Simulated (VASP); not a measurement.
# Mg (Fm-3m) in VASP: notebook, part 2 of 2

VASP 6.6.1. The steps go on from the part before.

## 3. Relaxation of cell and atoms, AM05

File INCAR:

```
SYSTEM = Mg
PREC = Accurate
ENCUT = 600
EDIFF = 1E-7
ISMEAR = -1
SIGMA = 0.05
LREAL = .FALSE.
LASPH = .TRUE.
NELM = 100
ALGO = Normal
ISIF = 3
LWAVE = .FALSE.
LCHARG = .FALSE.
GGA = AM
IBRION = 2
NSW = 40
EDIFFG = -0.005
```

File KPOINTS:

```
Automatic mesh
0
G
  7 7 7
  0 0 0
```

File POSCAR:

```
Mg
1.0
    0.0000000000      3.4835000000      3.4835000000
    3.4835000000      0.0000000000      3.4835000000
    3.4835000000      3.4835000000      0.0000000000
Mg
3
Direct
    0.0000000000      0.0000000000      0.0000000000
    0.2500000000      0.2500000000      0.2500000000
    0.7500000000      0.7500000000      0.7500000000
```

Potentials or basis: VASP PAW PBE potentials, release 64 (Mg).

The run is started by

```sh
$ cat potpaw_PBE.64/Mg/POTCAR > POTCAR
$ mpirun -np 1 vasp_std > vasp.out
```

OUTCAR:

```text
SYSTEM = Mg
   PREC = Accurate
   ENCUT = 600
   EDIFF = 1E-7
   ISMEAR = -1
   LREAL = .FALSE.
   LASPH = .TRUE.
   NELM = 100
   ISIF = 3
   GGA = AM
   IBRION = 2
   NSW = 40
   EDIFFG = -0.005

 ion  position               nearest neighbor table
   1  0.000  0.000  0.000-   3 3.02   2 3.02   3 3.02   2 3.02   3 3.02   3 3.02   2 3.02   2 3.02

   2  0.250  0.250  0.250-   1 3.02   1 3.02   1 3.02   1 3.02   3 3.48   3 3.48   3 3.48   3 3.48
                             3 3.48   3 3.48
   3  0.750  0.750  0.750-   1 3.02   1 3.02   1 3.02   1 3.02   2 3.48   2 3.48   2 3.48   2 3.48
                             2 3.48   2 3.48

  LATTYP: Found a face centered cubic cell.
 ALAT       =     6.9670000000

  Lattice vectors:

 A1 = (   0.0000000000,   3.4835000000,   3.4835000000)
[... 182 lines left out ...]
  -------------------------------------------------------------------------------------
  Total       -0.3097728     -0.3097728     -0.3097728      0.0000000      0.0000000      0.0000000
  in kB       -5.8705172     -5.8705172     -5.8705172      0.0000000      0.0000000      0.0000000
  external PRESSURE =      -5.8705172 kB  Pullay stress =       0.0000000 kB
[... 61 lines left out ...]
--------------------------------------- Ionic step        3  -------------------------------------------

 number of electron       6.0000000 magnetization

 Free energy of the ion-electron system (eV)
  ---------------------------------------------------
  ext. energy  EPLUGINS =         0.00000000
  ---------------------------------------------------
  free energy    TOTEN  =        -3.86863174 eV

  energy without entropy =       -3.85305394  energy(sigma->0) =       -3.86084284

 E-fermi :   1.4770     XC(G=0):  -7.8755

 val. band max:        1.4364085472   @ k =  -0.4286   0.1429   0.0000
 cond. band min:       1.5165555009   @ k =   0.4286   0.2857   0.0000
 fundamental gap:      0.0801469537
 Fermi energy:         1.4769728596

 k-point     1 :       0.0000    0.0000    0.0000
  band No.  band energies     occupation
      1      -4.5951      2.00000
      2       3.7702      0.00000
      3       3.7702      0.00000
      4       3.7702      0.00000
      5       4.1013      0.00000
      6       4.1013      0.00000
      7       4.1013      0.00000
[... 218 lines left out ...]
  FREE ENERGIE OF THE ION-ELECTRON SYSTEM (eV)
  ---------------------------------------------------
  free  energy   TOTEN  =        -3.8686317353 eV

  energy  without entropy=       -3.8530539352  energy(sigma->0) =       -3.86084284

 reached required accuracy - stopping structural energy minimisation
```

Wall time 27 s (1 thread of Intel Xeon 6975P-C (Granite Rapids), shared host); peak memory 0.24 GiB.

Results:

```yaml
Free_energy: -3.8686 eV
Relaxed_volume: 27.55 Å³/atom
Relaxed_cell: a = 4.889 Å, b = 4.889 Å, c = 4.889 Å, α = 60.00°, β = 60.00°, γ = 60.00°
Space_group_after_relaxing_to_0.05_Å: Fm-3m (No. 225)
Energy_gained_by_relaxing: 1.2 meV/atom
Ionic_steps: 3
Pressure_after_relaxing: 0.0 GPa
Band_gap_on_the_k_mesh: none (metal or under the smearing width)
```

The path:
| step | energy change (eV) | largest force (eV/Å) | pressure (GPa) | volume (Å³) |
| --- | --- | --- | --- | --- |
| 1 | 0.0000 | 0.0000 | -0.59 | 84.54 |
| 2 | -0.0032 | 0.0000 | -0.21 | 83.29 |
| 3 | -0.0036 | 0.0000 | -0.01 | 82.64 |

Final structure:
```
CELL_PARAMETERS angstrom
0.00000 3.45714 3.45714
3.45714 0.00000 3.45714
3.45714 3.45714 0.00000
ATOMIC_POSITIONS crystal
Mg 0.00000 0.00000 0.00000
Mg 0.25000 0.25000 0.25000
Mg 0.75000 0.75000 0.75000
```

Caveat: the PAW data sets were made with another functional, which shifts forces and pressure a little.

## 4. Relaxation of cell and atoms, PW91

INCAR: that of step 3 with these lines changed.

```diff
@@ -13,3 +13,3 @@
 LCHARG = .FALSE.
-GGA = AM
+GGA = 91
 IBRION = 2
```

KPOINTS is that of step 3.

POSCAR is that of step 3.

The run is started by

```sh
$ cat potpaw_PBE.64/Mg/POTCAR > POTCAR
$ mpirun -np 1 vasp_std > vasp.out
```

Run time: 14 s. Hardware: 1 thread of Intel Xeon 6975P-C (Granite Rapids), shared host; peak memory 0.24 GiB.

Results (log left out):

```yaml
Free_energy: -3.5986 eV
Relaxed_volume: 28.14 Å³/atom
Relaxed_cell: a = 4.924 Å, b = 4.924 Å, c = 4.924 Å, α = 60.00°, β = 60.00°, γ = 60.00°
Space_group_after_relaxing_to_0.05_Å: Fm-3m (No. 225)
Energy_gained_by_relaxing: 0.0 meV/atom
Ionic_steps: 2
Pressure_after_relaxing: 0.0 GPa
Band_gap_on_the_k_mesh: none (metal or under the smearing width)
```

Final structure:
```
Mg
1.0
     0.00000    3.48181    3.48181
     3.48181    0.00000    3.48181
     3.48181    3.48181    0.00000
Mg
3
Cartesian
  3.4818 3.4818 0.0000
  1.7409 1.7409 1.7409
  5.2227 5.2227 5.2227
```

Levels at points of the mesh, in eV from the Fermi level:
```csv
k point,band 1,band 2,band 3,band 4,band 5,band 6,band 7
"(0.00, 0.00, 0.00)",-6.00,2.26,2.26,2.26,2.60,2.60,2.60
```

Caveat: the PAW data sets were made with another functional, which shifts forces and pressure a little.

## 5. Relaxation of cell and atoms, optB88-vdW

INCAR: that of step 4 with these lines changed.

```diff
@@ -13,3 +13,7 @@
 LCHARG = .FALSE.
-GGA = 91
+GGA = BO
+LUSE_VDW = .TRUE.
+AGGAC = 0.0
+PARAM1 = 0.1833333333
+PARAM2 = 0.22
 IBRION = 2
```

KPOINTS is that of step 4.

POSCAR is that of step 4.

The run is started by

```sh
$ cat potpaw_PBE.64/Mg/POTCAR > POTCAR
$ mpirun -np 1 vasp_std > vasp.out
```

Wall time 2.2 min (1 thread of Intel Xeon 6975P-C (Granite Rapids), shared host); peak memory 0.57 GiB.

The run converged. Its results:

```
Free energy                            : 0.9645 eV
Relaxed volume                         : 27.99 Å³/atom
Relaxed cell                           : a = 4.915 Å, b = 4.915 Å, c = 4.915 Å, α = 60.00°, β = 60.00°, γ = 60.00°
Space group after relaxing (to 0.05 Å) : Fm-3m (No. 225)
Energy gained by relaxing              : 0.1 meV/atom
Ionic steps                            : 3
Pressure after relaxing                : 0.0 GPa
Band gap on the k mesh                 : none (metal or under the smearing width)
```

Step by step:
```tsv
step	energy change (eV)	largest force (eV/Å)	pressure (GPa)	volume (Å³)
1	0.0000	0.0000	-0.16	84.54
2	-0.0002	0.0000	-0.07	84.20
3	-0.0003	0.0000	0.00	83.98
```

Final structure:
```
Mg
1.0
     0.00000    3.47571    3.47571
     3.47571    0.00000    3.47571
     3.47571    3.47571    0.00000
Mg
3
Direct
  0.00000 0.00000 0.00000
  0.25000 0.25000 0.25000
  0.75000 0.75000 0.75000
```

Levels at points of the mesh, in eV from the Fermi level:
```csv
k point,band 1,band 2,band 3,band 4,band 5,band 6
"(0.00, 0.00, 0.00)",-6.01,2.25,2.25,2.25,2.62,2.62
```

Caveat: the PAW data sets were made with another functional, which shifts forces and pressure a little.

## 6. Overview

| level | gap on the mesh (eV) | pressure (GPa) | relaxed volume (Å³/atom) |
| --- | --- | --- | --- |
| BLYP | none | 0.0 | 29.43 |
| AM05 | none | 0.0 | 27.55 |
| PW91 | none | 0.0 | 28.14 |
| optB88-vdW | none | 0.0 | 27.99 |

Alike in all rows: task relaxation of cell and atoms; potentials or basis VASP PAW PBE potentials, release 64 (Mg); no spin polarisation; cell relaxed; k mesh 7 × 7 × 7; cutoff (eV) 600; smearing fermi-dirac 0.05 eV.

Caveats: the PAW data sets were made with another functional, which shifts forces and pressure a little.

Total energies depend on the potentials used, so only differences within one code and one set of settings carry meaning.
